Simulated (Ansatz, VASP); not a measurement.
## Two plane-wave programs on Cu

Contents of INCAR:

```
SYSTEM = Cu
PREC = Accurate
ENCUT = 600
EDIFF = 1E-7
ISMEAR = -1
SIGMA = 0.05
LREAL = .False.
LASPH = .True.
NELM = 60
ALGO = Normal
ISIF = 3
LWAVE = .False.
LCHARG = .False.
GGA = CA
IBRION = 2
NSW = 80
EDIFFG = -0.01
```

The input KPOINTS:

```
regular mesh
0
Gamma
  15 15 15
  0 0 0
```

The input POSCAR:

```
Cu
1.0
   -1.4427930000      1.4427930000      1.3760810000
    1.4427930000     -1.4427930000      1.3760810000
    1.4427930000      1.4427930000     -1.3760810000
Cu
1
Direct
    0.0000000000      0.0000000000      0.0000000000
```

Input for Ansatz:

```yaml
crystal:
  lattice:
    - [-1.442793, 1.442793, 1.376081]
    - [1.442793, -1.442793, 1.376081]
    - [1.442793, 1.442793, -1.376081]
  atoms:
    - { symbol: Cu, position: [0.0, 0.0, 0.0] }
kpoints:
  mp_grid:
    grid: [15, 15, 15]
hamiltonian:
  xc: lda
  dispersion: none
scf:
  occupations:
    method: fermi_dirac
    width: 0.05
relax:
  f_tol: 0.01
  max_steps: 60
  cell: {}
```

This isn't the form of Cu at room conditions, which is fcc.

Alike in both runs: task relaxation of cell and atoms; functional LDA; k mesh 15 × 15 × 15; occupations fermi-dirac, width 0.05 eV; no spin polarisation.

```csv
,VASP,Ansatz
version,VASP 6.6.1,Ansatz 0.2.0
potentials or method,"VASP PAW LDA potentials, release 64 (Cu)","plane waves, PAW"
plane-wave cutoff (eV),600,420
valence electrons in the cell,11,19
```

```tsv
	VASP	Ansatz	Ansatz less VASP
relaxed volume (Å³/atom)	10.98	10.93	-0.053
relaxed cell length with the largest relative difference (Å)	2.427	2.423	-0.0038
energy change over the relaxation (meV/atom)	-11	-13	-2.8
```

The two sets of potentials don't hold the same shells in valence.
